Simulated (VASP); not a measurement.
Runs of VASP 6.6.1 on Hf. The structure is cubic, space group Im-3m (No. 229). The conventional cell has a = 3.610 Å, b = 3.610 Å, c = 3.610 Å, α = 90.00°, β = 90.00°, γ = 90.00°. Hf (site symmetry m-3m) is surrounded by 8 Hf at 3.13 Å. This isn't the form of Hf at room conditions, which is hcp.

```csv
task,level,potentials or basis,spin,k mesh,cutoff (eV),smearing,grid for exact exchange (PRECFOCK),screening parameter,mesh quality,gap on the mesh (eV),pressure (GPa)
hyperfine couplings,HSE06+D3,"VASP PAW PBE potentials, release 64 (Hf_sv_GW)","collinear, ferromagnetic start",5 × 5 × 5,550,gaussian 0.1 eV,Normal,0.2 1/A,coarse,none,-7.1
single point,RPBE,"VASP PAW PBE potentials, release 64 (Hf)",off,10 × 10 × 10,500,gaussian 0.02 eV,-,-,not flagged,none,-3.9
single point,TB-mBJ,"VASP PAW PBE potentials, release 64 (Hf_pv)",off,10 × 10 × 10,520,fermi-dirac 0.05 eV,-,-,not flagged,none,-
single point,RPBE,"VASP PAW PBE potentials, release 64 (Hf_sv_GW)",off,10 × 10 × 10,550,gaussian 0.1 eV,-,-,not flagged,none,(a)
```

Alike in all rows: cell as given.

Fill in the values left out.

(a) -2.7.

Caveats: some runs use coarse meshes; the PAW data sets were made with another functional, which shifts forces and pressure a little; pairwise dispersion overbinds metals, which lowers pressure and volume (some runs).

A k mesh can miss the band edges, and the runs leave out spin-orbit coupling on Hf.

A gap of «none» marks a metal or a gap under the smearing width.

The runs don't all hold the same shells in valence.

Runs at the PBE level aren't shown here.
